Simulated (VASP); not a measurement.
# MgO (P6_3mc) in VASP: band structure with HSE06

Aim: the band structure of MgO with HSE06.

All numbers are computed with VASP 6.6.1; they aren't measurements. Logs are shortened: lines on timing, memory, paths and dates and some standing lists are left out, and cuts for length are marked.

## 1. The structure

The structure is hexagonal, space group P6_3mc (No. 186). The conventional cell has a = 3.300 Å, b = 3.300 Å, c = 5.009 Å, α = 90.00°, β = 90.00°, γ = 120.00°. Mg (site symmetry 3m) has 4 O at 1.97 to 1.99 Å as nearest neighbours. Around O (site symmetry 3m) lie 4 Mg at 1.97 to 1.99 Å.

Measurements of this composition are mostly on another form, of space group No. 225.

## 2. Band structure, HSE06

POSCAR

```
MgO
1.0
    3.3004900000      0.0000000000      0.0000000000
   -1.6502500000      2.8583100000      0.0000000000
    0.0000000000      0.0000000000      5.0086300000
Mg O
2 2
Direct
    0.3333300000      0.6666700000      0.0034600000
    0.6666700000      0.3333300000      0.5034600000
    0.3333300000      0.6666700000      0.4011400000
    0.6666700000      0.3333300000      0.9011400000
```

INCAR.step1

```
SYSTEM = MgO
PREC = Accurate ; ENCUT = 520
EDIFF = 1E-5 ; ISMEAR = 0
SIGMA = 0.02 ; LREAL = .False.
LASPH = .True. ; NELM = 100
ALGO = Normal ; ISIF = 2
LWAVE = .True. ; LCHARG = .False.
GGA = PE
```

INCAR.step2

```
SYSTEM = MgO
PREC = Accurate ; ENCUT = 520
EDIFF = 1E-6 ; ISMEAR = 0
SIGMA = 0.02 ; LREAL = .False.
LASPH = .True. ; NELM = 100
ALGO = Normal ; ISIF = 2
LWAVE = .False. ; LCHARG = .False.
GGA = PE ; LHFCALC = .True.
HFSCREEN = 0.2 ; PRECFOCK = Fast
ISTART = 1
```

KPOINTS

```
regular mesh
0
Gamma
  6 6 4
  0 0 0
```

KPOINTS_OPT

```
path GMKGALHA,LM,KH
10
line-mode
reciprocal
 0.0000000000  0.0000000000  0.0000000000  G
 0.5000000000  0.0000000000  0.0000000000  M

 0.5000000000  0.0000000000  0.0000000000  M
 0.3333333333  0.3333333333  0.0000000000  K

 0.3333333333  0.3333333333  0.0000000000  K
 0.0000000000  0.0000000000  0.0000000000  G

 0.0000000000  0.0000000000  0.0000000000  G
 0.0000000000  0.0000000000  0.5000000000  A

 0.0000000000  0.0000000000  0.5000000000  A
 0.5000000000  0.0000000000  0.5000000000  L

 0.5000000000  0.0000000000  0.5000000000  L
 0.3333333333  0.3333333333  0.5000000000  H

 0.3333333333  0.3333333333  0.5000000000  H
 0.0000000000  0.0000000000  0.5000000000  A

 0.5000000000  0.0000000000  0.5000000000  L
 0.5000000000  0.0000000000  0.0000000000  M

 0.3333333333  0.3333333333  0.0000000000  K
 0.3333333333  0.3333333333  0.5000000000  H
```

Potentials or basis: VASP PAW PBE potentials, release 64 (Mg, O).

The run is started by

```sh
> cat potpaw_PBE.64/Mg/POTCAR potpaw_PBE.64/O/POTCAR > POTCAR
> cp INCAR.step1 INCAR
> mpirun -np 1 vasp_std > vasp.out
> cp INCAR.step2 INCAR
> mpirun -np 1 vasp_std > vasp.out
```

OUTCAR:

```text
SYSTEM = MgO
   PREC = Accurate
   ENCUT = 520
   EDIFF = 1E-6
   ISMEAR = 0
   LREAL = .False.
   LASPH = .True.
   NELM = 100
   ISIF = 2
   GGA = PE
   LHFCALC = .True.
   HFSCREEN = 0.2
   PRECFOCK = Fast
   ISTART = 1

 ion  position               nearest neighbor table
   1  0.333  0.667  0.003-   4 1.97   4 1.97   4 1.97   3 1.99   2 3.15   2 3.15   2 3.15   2 3.15
                             2 3.15   2 3.15
   2  0.667  0.333  0.503-   3 1.97   3 1.97   3 1.97   4 1.99   1 3.15   1 3.15   1 3.15   1 3.15
                             1 3.15   1 3.15
   3  0.333  0.667  0.401-   2 1.97   2 1.97   2 1.97   1 1.99
   4  0.667  0.333  0.901-   1 1.97   1 1.97   1 1.97   2 1.99

  LATTYP: Found a hexagonal cell.
 ALAT       =     3.3004900000
 C/A-ratio  =     1.5175413348

  Lattice vectors:

 A1 = (   3.3004900000,   0.0000000000,   0.0000000000)
 A2 = (  -1.6502500000,   2.8583100000,   0.0000000000)
 A3 = (   0.0000000000,   0.0000000000,   5.0086300000)

Analysis of symmetry for initial positions (statically):
=====================================================================
 Subroutine PRICEL returns:
 Original cell was already a primitive cell.

 Routine SETGRP: Setting up the symmetry group for a
 hexagonal supercell.

 Subroutine GETGRP returns: Found  4 space group operations
 (whereof  2 operations were pure point group operations)
 out of a pool of 24 trial point group operations.

The static configuration has the point symmetry C_1h.
 The point group associated with its full space group is C_2v.

Analysis of symmetry for dynamics (positions and initial velocities):
=====================================================================
 Subroutine PRICEL returns:
 Original cell was already a primitive cell.

 Routine SETGRP: Setting up the symmetry group for a
 hexagonal supercell.

 Subroutine GETGRP returns: Found  4 space group operations
 (whereof  2 operations were pure point group operations)
 out of a pool of 24 trial point group operations.

The dynamic configuration has the point symmetry C_1h.
 The point group associated with its full space group is C_2v.

 Subroutine INISYM returns: Found  4 space group operations
 (whereof  2 operations are pure point group operations),
 and found     1 'primitive' translations

----------------------------------------------------------------------------------------

                                     Primitive cell

  volume of cell :      47.2505

  direct lattice vectors                    reciprocal lattice vectors
     3.300490000  0.000000000  0.000000000     0.302985314  0.174929072  0.000000000
    -1.650250000  2.858310000  0.000000000     0.000000000  0.349857083  0.000000000
     0.000000000  0.000000000  5.008630000     0.000000000  0.000000000  0.199655395

  length of vectors
     3.300490000  3.300494072  5.008630000     0.349857515  0.349857083  0.199655395

  position of ions in fractional coordinates (direct lattice)
     0.333330000  0.666670000  0.003460000
     0.666670000  0.333330000  0.503460000
     0.333330000  0.666670000  0.401140000
     0.666670000  0.333330000  0.901140000

  ion indices of the primitive-cell ions
   primitive index   ion index
                 1           1
                 2           2
                 3           3
                 4           4

----------------------------------------------------------------------------------------

 KPOINTS: regular mesh

Automatic generation of k-mesh.
 Grid dimensions read from file:
 generate k-points for:    6    6    4

 Generating k-lattice:

  Cartesian coordinates                     Fractional coordinates (reciprocal lattice)
     0.050497552  0.029154845  0.000000000     0.166666667  0.000000000  0.000000000
     0.000000000  0.058309514  0.000000000     0.000000000  0.166666667  0.000000000
     0.000000000  0.000000000  0.049913849     0.000000000  0.000000000  0.250000000

  Length of vectors
     0.058309586  0.058309514  0.049913849

  Shift w.r.t. Gamma in fractional coordinates (k-lattice)
     0.000000000  0.000000000  0.000000000

 Subroutine IBZKPT returns following result:
 ===========================================

 Found     39 irreducible k-points:

 Following reciprocal coordinates:
            Coordinates               Weight
  0.000000  0.000000  0.000000      1.000000
  0.166667  0.000000  0.000000      4.000000
 -0.166667  0.166667  0.000000      2.000000
  0.333333  0.000000  0.000000      4.000000
 -0.333333  0.333333  0.000000      2.000000
  0.500000  0.000000  0.000000      2.000000
[... 16 lines left out ...]
  0.333333  0.166667  0.250000      8.000000
 -0.166667  0.500000  0.250000      8.000000
 [... further k-points ...]
   k-points           NKPTS =     39   k-points in BZ     NKDIM =    144   number of bands    NBANDS=     12
   number of dos      NEDOS =    301   number of ions     NIONS =      4
   total plane-waves  NPLWV =  31360
   dimension x,y,z NGX =    28 NGY =   28 NGZ =   40
   dimension x,y,z NGXF=    56 NGYF=   56 NGZF=   80
   ions per type =               2   2
   NGX,Y,Z   is equivalent  to a cutoff of  14.10, 14.10, 13.28 a.u.
   NGXF,Y,Z  is equivalent  to a cutoff of  28.21, 28.21, 26.55 a.u.
 SYSTEM =  MgO
   PREC   = accura    normal or accurate (medium, high low for compatibility)
   ISTART =      1    job   : 0-new  1-cont  2-samecut
   ICHARG =      0    charge: 1-file 2-atom 10-const
   ISPIN  =      1    spin polarized calculation?
   LNONCOLLINEAR =      F non collinear calculations
   LSORBIT =      F    spin-orbit coupling
   LASPH  =      T    aspherical Exc in radial PAW
   ENCUT  =  520.0 eV  38.22 Ry    6.18 a.u.   6.14  6.14  9.31*2*pi/ulx,y,z
   NELM   =    100;   NELMIN=  2; NELMDL=  0     # of ELM steps
   EDIFF  = 0.1E-05   stopping-criterion for ELM
   LREAL  =      F    real-space projection
   EDIFFG = 0.1E-04   stopping-criterion for IOM
   NSW    =      0    number of steps for IOM
   IBRION =     -1    ionic relax: 0-MD 1-quasi-New 2-CG
   NFREE  =      0    steps in history (QN), initial steepest desc. (CG)
   ISIF   =      2    stress and relaxation
   ISYM   =      3    0-nonsym 1-usesym 2-fastsym
   POTIM  = 0.5000    time-step for ionic-motion
   TEBEG  =    0.0;   TEEND  =   0.0 temperature during run
   PSTRESS=    0.0 pullay stress
   NELECT =      16.0000    total number of electrons
   NUPDOWN=      -1.0000    fix difference up-down
   EMIN   =  10.00;   EMAX   =-10.00  energy-range for DOS
   EFERMI =   0.00;   METHOD = LEGACY
   ISMEAR =     0;   SIGMA  =   0.02  broadening in eV -4-tet -1-fermi 0-gaus
   EFERMI_NEDOS =   21; number of points for ismear=-14 and -15
   IALGO  =     38    algorithm
   IMIX   =      1    mixing-type and parameters
     AMIX     =   0.40;   BMIX     =  1.00
     AMIX_MAG =   1.60;   BMIX_MAG =  1.00
  volume/ion in A,a.u.               =      11.81        79.72
  Fermi-wavevector in a.u.,A,eV,Ry     =   1.141071  2.156311 17.715365  1.302043
  Thomas-Fermi vector in A             =   2.277772
   LORBIT       =      0    0 simple, 1 ext, 2 COOP (PROOUT), +10 PAW based schemes
   GGA     = PE    functional components
   LHFCALC =     T    Hartree Fock is set to
   PRECFOCK=fast      Normal, Fast or Accurate (Low or Medium for compatibility)
   ENCUT4O =  -1.0   cutoff for four orbital integrals eV
   NKREDX  =     1    reduce k-point grid by
   NKREDY  =     1    reduce k-point grid by
   NKREDZ  =     1    reduce k-point grid by
   AEXX    =    0.2500 exact exchange contribution
   HFSCREEN=    0.2000 screening length (either q_TF or 0.3 A-1)
   HFSCREENC=   0.2000 screening length for correlation (either q_TF or 0.3 A-1)
   ENCUTFOCK=  -1.0 apply spherical cutoff to Coloumb kernel
   IVDW    =     0    specifies the selected vdW correction
   LEPSILON=     F    determine dielectric tensor
   LRPA    =     F    only Hartree local field effects (RPA)
 non-spin polarized calculation
 Gauss-broadening in eV      SIGMA  =   0.02
  energy-cutoff  :      520.00
  volume of cell :       47.25
 maximum number of plane-waves:      1288
 NGX is ok and might be reduce to    28
  NGX = 14; NGY = 14; NGZ = 24

 number of electron      15.9999996 magnetization

 Free energy of the ion-electron system (eV)
  ---------------------------------------------------
  ext. energy  EPLUGINS =         0.00000000
  ---------------------------------------------------
  free energy    TOTEN  =       -28.07038032 eV

  energy without entropy =      -28.07038032  energy(sigma->0) =      -28.07038032

 E-fermi :  -0.0170     XC(G=0):  -8.0154

 val. band max:       -0.1131284552   @ k =   0.0000   0.0000   0.0000
 cond. band min:       4.9848022962   @ k =   0.0000   0.0000   0.0000
 fundamental gap:      5.0979307514
 Fermi energy:        -0.0169753172

 k-point     1 :       0.0000    0.0000    0.0000
  band No.  band energies     occupation
      1     -17.8595      2.00000
      2     -17.0214      2.00000
      3      -3.5929      2.00000
      4      -0.9221      2.00000
      5      -0.9220      2.00000
      6      -0.5540      2.00000
      7      -0.5539      2.00000
      8      -0.1131      2.00000
      9       4.9848      0.00000
     10      10.2246      0.00000
     11      12.1885      0.00000
     12      15.9747      0.00000

 k-point     2 :       0.1667    0.0000    0.0000
  band No.  band energies     occupation
      1     -17.7189      2.00000
      2     -16.9758      2.00000
      3      -3.3111      2.00000
      4      -1.6030      2.00000
      5      -1.2218      2.00000
      6      -1.0959      2.00000
      7      -0.5552      2.00000
      8      -0.2216      2.00000
      9       6.1382      0.00000
     10      10.9199      0.00000
     11      11.9134      0.00000
     12      13.7321      0.00000

 k-point     3 :      -0.1667    0.1667    0.0000
  band No.  band energies     occupation
      1     -17.7189      2.00000
      2     -16.9758      2.00000
      3      -3.3111      2.00000
      4      -1.6030      2.00000
      5      -1.2217      2.00000
      6      -1.0960      2.00000
      7      -0.5553      2.00000
      8      -0.2216      2.00000
      9       6.1382      0.00000
     10      10.9199      0.00000
     11      11.9133      0.00000
     12      13.7322      0.00000
[... 286 lines left out ...]
 k-point    23 :       0.3333    0.1667    0.2500
  band No.  band energies     occupation
      1     -17.1480      2.00000
      2     -16.9545      2.00000
      3      -3.2162      2.00000
      4      -2.7883      2.00000
      5      -1.9205      2.00000
      6      -1.3418      2.00000
      7      -1.1648      2.00000
      8      -0.6167      2.00000
      9       9.2882      0.00000
     10       9.8051      0.00000
     11      11.7668      0.00000
     12      12.7989      0.00000

 k-point    24 :      -0.1667    0.5000    0.2500
  band No.  band energies     occupation
      1     -17.1480      2.00000
      2     -16.9545      2.00000
      3      -3.2162      2.00000
      4      -2.7882      2.00000
      5      -1.9205      2.00000
      6      -1.3417      2.00000
      7      -1.1649      2.00000
      8      -0.6167      2.00000
      9       9.2882      0.00000
     10       9.8051      0.00000
     11      11.7668      0.00000
     12      12.7989      0.00000

 [... further k-points ...]

------------------------ aborting loop because EDIFF is reached ----------------------------------------

  FORCE on cell =-STRESS in cart. coord.  units (eV):
  Direction    XX          YY          ZZ          XY          YZ          ZX
  --------------------------------------------------------------------------------------
  -------------------------------------------------------------------------------------
  Total       -0.2166627     -0.2154088     -0.0867904      0.0010866      0.0000000      0.0000000
  in kB       -7.3466293     -7.3041092     -2.9429019      0.0368442      0.0000000      0.0000000
  external PRESSURE =      -5.8645468 kB  Pullay stress =       0.0000000 kB

 VOLUME and BASIS-vectors are now :
 -----------------------------------------------------------------------------
  energy-cutoff  :      520.00
  volume of cell :       47.25
      direct lattice vectors                 reciprocal lattice vectors
     3.300490000  0.000000000  0.000000000     0.302985314  0.174929072  0.000000000
    -1.650250000  2.858310000  0.000000000     0.000000000  0.349857083  0.000000000
     0.000000000  0.000000000  5.008630000     0.000000000  0.000000000  0.199655395

 POSITION                                       TOTAL-FORCE (eV/Angst)
 -----------------------------------------------------------------------------------
     -0.00002      1.90555      0.01733         0.000330     -0.000191      0.020681
      1.65026      0.95276      2.52164        -0.000330      0.000191      0.020681
     -0.00002      1.90555      2.00916         0.000344     -0.000199     -0.020681
      1.65026      0.95276      4.51348        -0.000344      0.000199     -0.020681
 -----------------------------------------------------------------------------------
    total drift:                               -0.000000     -0.000000      0.000862

  FREE ENERGIE OF THE ION-ELECTRON SYSTEM (eV)
  ---------------------------------------------------
  free  energy   TOTEN  =       -28.0703803232 eV

  energy  without entropy=      -28.0703803232  energy(sigma->0) =      -28.07038032
```

Run time: 32 min. Hardware: 1 thread of Intel Xeon 6975P-C (Granite Rapids), shared host; peak memory 0.34 GiB.

What came out:

```
Free energy             : -28.0704 eV
Pressure                : -0.6 GPa
Largest force           : 0.021 eV/Å
Band gap on the k mesh  : 5.10 eV, direct
Band gap along the path : 5.10 eV, direct
```

Forces in eV/Å, atoms in the order of the input:
```
Mg   0.000  0.000  0.021
Mg   0.000  0.000  0.021
O    0.000  0.000 -0.021
O    0.000  0.000 -0.021
```

Stress tensor (GPa, compression positive):
```
-0.73  0.00  0.00
 0.00 -0.73  0.00
 0.00  0.00 -0.29
```

Levels at the corners of the path, in eV from the valence-band top:
```tsv
point	band 4	band 5	band 6	band 7	band 8	band 9	band 10	band 11	band 12
Γ	-0.81	-0.81	-0.44	-0.44	0.00	5.10	10.34	12.30	16.09
M	-2.33	-1.87	-1.38	-0.87	-0.54	9.55	9.83	11.06	12.71
M	-2.33	-1.87	-1.38	-0.87	-0.54	9.55	9.83	11.06	12.71
K	-2.05	-2.05	-1.39	-1.29	-1.29	10.04	10.12	12.11	12.11
K	-2.05	-2.05	-1.39	-1.29	-1.29	10.04	10.12	12.11	12.11
Γ	-0.81	-0.81	-0.44	-0.44	0.00	5.10	10.34	12.30	16.09
Γ	-0.81	-0.81	-0.44	-0.44	0.00	5.10	10.34	12.30	16.09
A	-2.09	-0.63	-0.63	-0.63	-0.63	7.69	7.69	15.15	15.15
A	-2.09	-0.63	-0.63	-0.63	-0.63	7.69	7.69	15.15	15.15
L	-3.32	-0.99	-0.99	-0.77	-0.77	9.10	9.10	12.83	12.83
L	-3.32	-0.99	-0.99	-0.77	-0.77	9.10	9.10	12.83	12.83
H	-2.78	-2.23	-2.23	-0.42	-0.42	10.27	10.27	11.80	11.80
H	-2.78	-2.23	-2.23	-0.42	-0.42	10.27	10.27	11.80	11.80
A	-2.09	-0.63	-0.63	-0.63	-0.63	7.69	7.69	15.15	15.15
L	-3.32	-0.99	-0.99	-0.77	-0.77	9.10	9.10	12.83	12.83
M	-2.33	-1.87	-1.38	-0.87	-0.54	9.55	9.83	11.06	12.71
K	-2.05	-2.05	-1.39	-1.29	-1.29	10.04	10.12	12.11	12.11
H	-2.78	-2.23	-2.23	-0.42	-0.42	10.27	10.27	11.80	11.80
```

Caveat: the PAW data sets were made with another functional, which shifts forces and pressure a little.
